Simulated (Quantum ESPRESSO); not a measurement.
Moving the functional in MgO

```yaml
crystal:
  lattice:
    - [0.00000, 2.09700, 2.09700]
    - [2.09700, 0.00000, 2.09700]
    - [2.09700, 2.09700, 0.00000]
  atoms:
    - { symbol: Mg, position: [0.00000, 0.00000, 0.00000] }
    - { symbol: O, position: [0.50000, 0.50000, 0.50000] }
```

Kept alike: task phonons and Raman activities; k mesh 6 × 6 × 6, shifted; occupations fermi-dirac, width 0.05 eV; no spin polarisation. Program: Quantum ESPRESSO, potentials by row: GBRV 1.5 LDA (LDA); GBRV 1.5 PBE (PBE); GBRV 1.5 PBEsol (PBEsol), cutoff 612 eV. The mesh is that of the run's cell of 2 atoms. No spin-orbit coupling.

```csv
functional,electronic dielectric constant (mean of the diagonal)
LDA,3.19
PBE,3.24
PBEsol,3.25
```

The electronic dielectric constant runs from 3.19 (LDA) to 3.25 mean of the diagonal (PBEsol). From PBE: LDA -0.05; PBEsol +0.01.

All three functionals describe MgO as a weakly polarisable insulator, with an electronic dielectric constant between 3.19 and 3.25. The low value follows from the ionic bonding: the filled valence states are mainly O 2p, the empty conduction states lie far above them, and the large excitation energies limit the electronic response, which comes mostly from the oxide ion. This picture is common to LDA and the two gradient-corrected functionals, which explains why they differ so little. The slightly lower LDA value may reflect the matching change of potential as much as the functional itself, so it supports no general ranking.

All three values lie somewhat above the measured high-frequency constant. The likely cause is that semilocal functionals place the empty states too close to the valence band and also lack the long-range exchange-correlation response to a macroscopic field. The static permittivity of MgO is much larger, because the polar displacement of the Mg and O sublattices adds to it, and it cannot be inferred from these electronic values.
